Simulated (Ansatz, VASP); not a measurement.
# PbF2 (Fluorocronite): VASP beside Ansatz, part 2 of 2

One calculation is typed for both programs; each brings its own data sets and cutoff. How far apart do they land? The cell is taken from a series of VASP runs on this material, whose earlier steps may have relaxed, scaled or displaced it; both programs get it as it stands.

VASP 6.6.1 and Ansatz 0.2.0.

So far: The structure; VASP: elastic constants, LDA.

### Step 3. Ansatz: elastic constants, LDA

Level of this step: Ansatz beside VASP: Kohn-Sham DFT, plane waves, LDA (Ansatz).

Ansatz runs on its default PAW (the set named soft_2) files.

The same cell, functional (in two slightly different forms), mesh and smearing now go to Ansatz, which takes its cutoff from its data sets.

The input, input.yaml:

```yaml
crystal:
  lattice:
    - [0.0, 2.9064685413, 2.9064685413]
    - [2.9064685413, 0.0, 2.9064685413]
    - [2.9064685413, 2.9064685413, 0.0]
  atoms:
    - { symbol: Pb, position: [0.0, 0.0, 0.0] }
    - { symbol: F, position: [0.75, 0.75, 0.75] }
    - { symbol: F, position: [0.25, 0.25, 0.25] }
hamiltonian:
  xc: lda
  pseudopotentials: { kind: paw }
kpoints:
  mp_grid: { grid: [8, 8, 8] }
scf:
  occupations: { method: gaussian, width: 0.03 }
elastic:
  mode: relaxed_ion
  stencil: two_point
output:
  forces: true
  stress: true
```

Command:

```sh
$ ansatz run input.yaml --threads 4 --pin off --max-ram 9216MiB --backend cpu --events-out ev --progress --plain --runs-dir out
```

Numbers of over 12 decimals in the logs are rounded to 6 here.

The program printed:

```text
Engine: ansatz 0.2.0, x86_64-unknown-linux-gnu
Pseudopotentials: kind: paw
Pseudopotential: Pb, paw, valence charge 14, recommended cutoff 420 eV (normal), Pb.paw.azcp
Pseudopotential: F, paw, valence charge 7, recommended cutoff 420 eV (normal), F.paw.azcp
Functional definition: SPW92
  exchange = slater_x
  correlation = pw_c
Crystal: 3 atoms, lattice volume = 49.105 Å³
Basis set: ecut = 420 eV, 941 PW (Γ)
Bands: 18, of which v1, the nominal top of the filled ones, is band 14 counted from 1 (13 counted from 0)
Symmetry: 48 space group operations
Space group: Fm-3m (ITA 225), of the structure as read, at distance tolerance 3.7e-5 Å
k-points: 29 of 512
Non-local potential: Pb, projectors of the file, l = 0: 2, l = 1: 2, l = 2: 2, l = 3: 2
Non-local potential: F, projectors of the file, l = 0: 2, l = 1: 2, l = 2: 1
PAW form: soft (Blöchl's): semilocal exchange-correlation on the pseudo side does not see the compensation charge
PAW frozen core: Pb, regenerated for the run's functional, and the local potential with it (the file was generated under x = pbe(κ = 0.804, μ = 0.219515), c = pbe(β = 0.066725))
PAW frozen core: F, regenerated for the run's functional, and the local potential with it (the file was generated under x = pbe(κ = 0.804, μ = 0.219515), c = pbe(β = 0.066725))
PAW one-centre angular grid: Pb, 590 points (default); XC on 64 Gauss nodes
PAW one-centre angular grid: F, 110 points (default); XC on 64 Gauss nodes
Initial density: superposition of atomic densities (neutral atoms: chi_scale 0, normalization atom), corrected by the library's trained network
Initial wavefunctions: pseudopotential atomic-orbital guess
Functional: x = slater, c = lda
SCF iter   1: F=—  HF=-13191.305133 eV  |F-HF|=—  |Δ(HF+E_count)|=         —  Δρ=1.93e-2  dr2=1.39e-1  ethr=1.77e-3  ⟨swp⟩=6.0  Hψ=2646  notcnv=0
preconditioner: auto → none  [insulator: Δε(μ)=4.053 eV  Ē_g=17.033 eV  σ=0.030 eV  W_gap=1.00  n_scr=14 (ndim 8)  ℏωp=28.0 eV  f_vac=0.126  D(μ)=0.00/eV (n_scr^D=0)  ε∞_Penn≈3.7]
SCF iter   2: F=—  HF=-13191.281670 eV  |F-HF|=—  |Δ(HF+E_count)|=   2.35e-2  Δρ=1.37e-2  dr2=5.24e-2  ethr=4.95e-4  ⟨swp⟩=2.2  Hψ=1282  notcnv=0
SCF iter   3: F=—  HF=-13191.266354 eV  |F-HF|=—  |Δ(HF+E_count)|=   1.53e-2  Δρ=1.47e-3  dr2=5.32e-4  ethr=1.87e-4  ⟨swp⟩=2.2  Hψ=937  notcnv=0
SCF iter   4: F=—  HF=-13191.266141 eV  |F-HF|=—  |Δ(HF+E_count)|=   2.13e-4  Δρ=3.38e-4  dr2=2.10e-5  ethr=1.90e-6  ⟨swp⟩=2.2  Hψ=884  notcnv=0
SCF iter   5: F=—  HF=-13191.266130 eV  |F-HF|=—  |Δ(HF+E_count)|=   1.10e-5  Δρ=2.57e-5  dr2=3.55e-7  ethr=7.51e-8  ⟨swp⟩=2.4  Hψ=932  notcnv=0
SCF iter   6: F=—  HF=-13191.266132 eV  |F-HF|=—  |Δ(HF+E_count)|=   1.82e-6  Δρ=3.91e-6  dr2=3.56e-9  ethr=1.27e-9  ⟨swp⟩=2.0  Hψ=870  notcnv=0
SCF iter   7: F=—  HF=-13191.266132 eV  |F-HF|=—  |Δ(HF+E_count)|=  4.40e-10  Δρ=4.92e-7  dr2=1.22e-10  ethr=1.27e-11  ⟨swp⟩=2.5  Hψ=804  notcnv=0
SCF iter   8: F=—  HF=-13191.266132 eV  |F-HF|=—  |Δ(HF+E_count)|=  5.64e-11  Δρ=2.29e-8  dr2=1.74e-13  ethr=4.36e-13 (applied; sched 1.00e-12)  ⟨swp⟩=2.0  Hψ=846  notcnv=0
SCF iter   9: F=-13191.266132 eV  HF=-13191.266132 eV  |F-HF|=7.28e-12  |Δ(HF+E_count)|=  1.82e-12  Δρ=1.78e-9  dr2=4.86e-16  ethr=1.00e-12  ⟨swp⟩=4.3  Hψ=1987  notcnv=0
SCF 1 converged in 9 iterations: F = -13191.266132 eV  dr2 = 4.86e-16
  greatest PAW one-centre occupation: 0.984 electrons in one spin orbital (limit 2), on the Pb atom at site 0 (counted from 0), in its partial waves of l = 2
Crystal: 3 atoms, lattice volume = 49.007 Å³
Symmetry: 16 space group operations
k-points: 59 of 512
Initial density: handed on by an earlier stage of this run
Initial wavefunctions: those handed on with the density
iter 1 solved again at ethr=6.62e-8 eV; its pass at ethr=3.10e-3 eV (dr2=1.85e-5 eV) is discarded
SCF iter   1: F=—  HF=-13191.266034 eV  |F-HF|=—  |Δ(HF+E_count)|=         —  Δρ=1.51e-4  dr2=1.38e-5  ethr=6.62e-8  ⟨swp⟩=3.5  Hψ=6746  notcnv=0
preconditioner: auto → none  [insulator: Δε(μ)=4.237 eV  Ē_g=17.192 eV  σ=0.030 eV  W_gap=1.00  n_scr=14 (ndim 8)  ℏωp=28.1 eV  f_vac=0.118  D(μ)=0.00/eV (n_scr^D=0)  ε∞_Penn≈3.7]
SCF iter   2: F=—  HF=-13191.266031 eV  |F-HF|=—  |Δ(HF+E_count)|=   3.56e-6  Δρ=1.21e-4  dr2=3.73e-6  ethr=4.93e-8  ⟨swp⟩=2.1  Hψ=1632  notcnv=0
SCF iter   3: F=—  HF=-13191.266029 eV  |F-HF|=—  |Δ(HF+E_count)|=   1.55e-6  Δρ=4.94e-5  dr2=9.07e-7  ethr=1.33e-8  ⟨swp⟩=2.0  Hψ=1888  notcnv=0
SCF iter   4: F=—  HF=-13191.266029 eV  |F-HF|=—  |Δ(HF+E_count)|=   7.18e-7  Δρ=7.73e-6  dr2=1.48e-8  ethr=3.24e-9  ⟨swp⟩=2.1  Hψ=1392  notcnv=0
SCF iter   5: F=—  HF=-13191.266029 eV  |F-HF|=—  |Δ(HF+E_count)|=   3.35e-9  Δρ=2.03e-6  dr2=7.35e-10  ethr=5.29e-11  ⟨swp⟩=2.6  Hψ=1876  notcnv=0
SCF iter   6: F=—  HF=-13191.266029 eV  |F-HF|=—  |Δ(HF+E_count)|=  3.26e-10  Δρ=1.45e-7  dr2=8.30e-12  ethr=2.62e-12  ⟨swp⟩=1.9  Hψ=1285  notcnv=0
SCF iter   7: F=-13191.266029 eV  HF=-13191.266029 eV  |F-HF|=1.82e-12  |Δ(HF+E_count)|=  1.82e-12  Δρ=1.69e-8  dr2=7.68e-14  ethr=1.00e-12  ⟨swp⟩=3.0  Hψ=4720  notcnv=0
SCF 2 converged in 7 iterations: F = -13191.266029 eV  dr2 = 7.68e-14
Crystal: 3 atoms, lattice volume = 49.203 Å³
iter 1 solved again at ethr=5.82e-11 eV; its pass at ethr=3.10e-3 eV (dr2=1.63e-8 eV) is discarded
[...]
SCF iter   5: F=—  HF=-13191.265994 eV  |F-HF|=—  |Δ(HF+E_count)|=   1.03e-7  Δρ=8.59e-6  dr2=1.36e-8  ethr=1.39e-9  ⟨swp⟩=2.0  Hψ=2972  notcnv=0
SCF iter   6: F=—  HF=-13191.265994 eV  |F-HF|=—  |Δ(HF+E_count)|=   1.65e-9  Δρ=1.28e-6  dr2=1.89e-10  ethr=4.85e-11  ⟨swp⟩=2.2  Hψ=2367  notcnv=0
SCF iter   7: F=—  HF=-13191.265994 eV  |F-HF|=—  |Δ(HF+E_count)|=  8.55e-11  Δρ=1.48e-7  dr2=4.84e-12  ethr=6.76e-13 (applied; sched 1.00e-12)  ⟨swp⟩=2.1  Hψ=2891  notcnv=0
SCF iter   8: F=-13191.265994 eV  HF=-13191.265994 eV  |F-HF|=7.28e-12  |Δ(HF+E_count)|=  3.64e-12  Δρ=1.56e-8  dr2=5.39e-14  ethr=1.00e-12  ⟨swp⟩=3.1  Hψ=7559  notcnv=0
SCF 4 converged in 8 iterations: F = -13191.265994 eV  dr2 = 5.39e-14
relax step   1: F+E_penalty+E_count = -13191.26599350 eV  Δ(F+E_penalty+E_count) = +0.000e0 eV  max|allowed force component| = 6.807e-3 eV/Å  Δτ_max = 0.0000 Å  (8 SCF iters, accepted)
[...]
relax step   2: F+E_penalty+E_count = -13191.26600245 eV  Δ(F+E_penalty+E_count) = -8.945e-6 eV  max|allowed force component| = 2.016e-3 eV/Å  Δτ_max = 0.0019 Å  (8 SCF iters, accepted)
[...]
relax step   3: F+E_penalty+E_count = -13191.26600331 eV  Δ(F+E_penalty+E_count) = -8.602e-7 eV  max|allowed force component| = 4.014e-8 eV/Å  Δτ_max = 0.0004 Å  (6 SCF iters, accepted)
[...]
relax step   1: F+E_penalty+E_count = -13191.26599350 eV  Δ(F+E_penalty+E_count) = +0.000e0 eV  max|allowed force component| = 6.807e-3 eV/Å  Δτ_max = 0.0000 Å  (8 SCF iters, accepted)
[...]
relax step   2: F+E_penalty+E_count = -13191.26600331 eV  Δ(F+E_penalty+E_count) = -9.804e-6 eV  max|allowed force component| = 1.521e-7 eV/Å  Δτ_max = 0.0014 Å  (8 SCF iters, accepted)
iter 1 solved again at ethr=1.00e-12 eV; its pass at ethr=3.10e-3 eV (dr2=3.03e-14 eV) is discarded
SCF iter   1: F=—  HF=-13191.266003 eV  |F-HF|=—  |Δ(HF+E_count)|=         —  Δρ=1.19e-8  dr2=4.02e-14  ethr=1.00e-12  ⟨swp⟩=2.0  Hψ=9645  notcnv=0
SCF iter   2: F=-13191.266003 eV  HF=-13191.266003 eV  |F-HF|=3.64e-12  |Δ(HF+E_count)|=  5.46e-12  Δρ=7.45e-9  dr2=1.78e-14  ethr=1.00e-12  ⟨swp⟩=4.5  Hψ=5974  notcnv=0
SCF 10 converged in 2 iterations: F = -13191.266003 eV  dr2 = 1.78e-14
SCF converged after 9 iterations
Free energy (F): -13191.266132 eV
Harris-Foulkes:  -13191.266132 eV  (|F-HF|=7.28e-12)
Internal energy: -13191.266132 eV  (E = F + TS)
E sigma→0 (E₀):  -13191.266132 eV
Fermi energy:    7.609158 eV
--- Per-component energies (eV) ---
  E_band       = -114.049652
  E_kinetic    = 696.954612
  E_local      = -2190.120822  (includes V_loc(G=0)·N_el)
  E_nonlocal   = 505.847340
  E_hartree    = 836.326232
  E_xc         = -376.435183
  E_vxc        = -336.855418  (∫ρ·V_xc dr)
  E_paw        = -10472.805933  (= ΣΔE_a)
  E_vpaw       = -462.531921  (= ΣTr[D̂ρ^β])
  E_aug_tail   = 0.004092  (compensation charges beyond the density's cutoff)
  E_ewald      = -2191.185260
  E_core_change = 0.148790  (= ΣΔE_core)
  E_smearing   = -0.000000  (= −TS)
  E_closure    = 0.000000  (closes the sum)
  Σ components = -13191.266132   (vs F -13191.266132, Δ=0.00e0)
--- Forces (eV/Å), atoms counted from 1 ---
  atom   1  Pb    -0.00000000     0.00000000     0.00000000
  atom   2  F      0.00000000     0.00000000    -0.00000000
  atom   3  F      0.00000000    -0.00000000     0.00000000
  max |Σ_I F_I| component: 1.85e-17 eV/Å
--- Stress (GPa, compression-positive) ---
       -0.073353      -0.000000      -0.000000
       -0.000000      -0.073353      -0.000000
       -0.000000       0.000000      -0.073353
  P = ⅓ Tr σ = -0.0734 GPa (-0.734 kbar)
--- Band table (eV; the first three rows and the last of 29) ---
  k-point 0: bands = [... 10 lower, 2.6240, 3.1327, 3.1327, 3.1327, 12.1271, 12.1271, 12.1271, 15.8836]
  k-point 1: bands = [... 10 lower, 2.5823, 3.1087, 3.1087, 3.6388, 11.5444, 12.2765, 12.2765, 16.8690]
  k-point 2: bands = [... 10 lower, 2.4837, 3.0518, 3.0518, 4.4857, 10.7879, 12.6453, 12.6453, 18.2479]
  k-point 28: bands = [... 10 lower, 2.3550, 3.5293, 3.6885, 5.4853, 11.4931, 11.4931, 12.8432, 15.3614]
--- Elastic constants: 2 strain directions × 2 members + reference (group order 48) ---
  dense FFT box of the reference and of every strained cell: 30×30×30
  strains applied: 11, 23; error gains: componentwise 1.00 (the most a stress slope's error grows in a printed constant), spectral 1.73 (1 for all six strains in a standard setting)
  C = ∂σ_k/∂η_j (tension-positive GPa; Voigt order 11 22 33 23 13 12):
       123.609     69.732     69.732     -0.000     -0.000     -0.000
        69.732    123.609     69.732      0.000     -0.000      0.000
        69.732     69.732    123.609      0.000      0.000     -0.000
        -0.000      0.000      0.000     24.329     -0.000     -0.000
         0.000     -0.000      0.000     -0.000     24.329      0.000
         0.000     -0.000      0.000     -0.000     -0.000     24.329
  reference stress σ⁰ (GPa):      0.073      0.073      0.073      0.000      0.000      0.000
  C* (energy form; C + prestress term) asymmetry max|C*_kj − C*_jk| = 5.211e-17 GPa — a small one proves nothing (zero by symmetry where the batch's group is 432, −43m or m−3m); a large one is finite-difference/SCF noise where every solve meets its electron count
  moduli (Voigt/Reuss/Hill, GPa): K = 87.69/87.69/87.69   G = 25.37/25.31/25.34   E = 69.34   ν = 0.368
  mechanically stable: yes (min eigenvalue of sym C = 24.33 GPa)
  strain η (Voigt 11):  stress-route row diagonal C_11 = 123.61 GPa, energy-path curvature d²(F+E_count+ΔE)/dδ²/Ω₀ = 125.37 GPa
         δ    σ_11 (GPa)             F (eV)   n_scf  n_hpsi   n_pw
    -2.000e-3      -0.1739      -13191.2660287       7   20599    982   relax 0 steps, max|allowed force component| 1.11e-16 eV/Å
     2.000e-3       0.3205      -13191.2658825       6   18161    982   relax 0 steps, max|allowed force component| 1.11e-16 eV/Å
  strain η (Voigt 23):  stress-route row diagonal C_44 = 24.33 GPa, energy-path curvature d²(F+E_count+ΔE)/dδ²/Ω₀ = 26.54 GPa
         δ    σ_23 (GPa)             F (eV)   n_scf  n_hpsi   n_pw
    -2.000e-3      -0.0487      -13191.2660033       2   17270    982   relax 3 steps, max|allowed force component| 4.01e-8 eV/Å
     2.000e-3       0.0487      -13191.2660033       2   17325    982   relax 2 steps, max|allowed force component| 1.52e-7 eV/Å
```

It took 4.7 s on 4 threads of Intel Xeon 6975P-C (Granite Rapids), shared host; peak memory 0.46 GiB; 16 s of CPU time.

### Step 4. Differences

Known differences besides the potentials themselves: the two LDA forms differ slightly; the cutoff is 420 eV in Ansatz and 800 eV in VASP; VASP's log shows a relativistic correction to its local exchange, Ansatz's none. Total energies have different zeros and are not compared.

Both answers:

| quantity | Ansatz | VASP | difference |
| --- | --- | --- | --- |
| C11 (GPa) | 123.6 | 126.0 | -1.93 % |
| C22 (GPa) | 123.6 | 126.0 | -1.93 % |
| C33 (GPa) | 123.6 | 126.0 | -1.93 % |
| C12 (GPa) | 69.7 | 71.5 | -2.45 % |
| C13 (GPa) | 69.7 | 71.5 | -2.45 % |
| C23 (GPa) | 69.7 | 71.5 | -2.45 % |
| C44 (GPa) | 24.3 | 25.3 | -3.72 % |
| C55 (GPa) | 24.3 | 25.3 | -3.72 % |
| C66 (GPa) | 24.3 | 25.3 | -3.72 % |

### Step 5. Results

| Quantity | Value |
| --- | --- |
| difference in C44 (elastic constants, LDA) | -3.7 % |

In words: The difference in C44 is -3.7 % (elastic constants, LDA), within the 5 % picked in this series as the mark of a large difference. How closely two codes agree says nothing of how well the functional describes the real material.

[Lines on the potential files, build, host, timing and source positions are cut from VASP's logs without a mark.]

[Logs are printed without paths, hosts, clocks, repeated set-up lines and the standing remarks that a program may print on its own settings, such as how far it seeks lower states.]

[Hosts, paths, dates, database ids (printed as entryN), source tags and the programs' standing remarks are cut or masked in the printed files.]
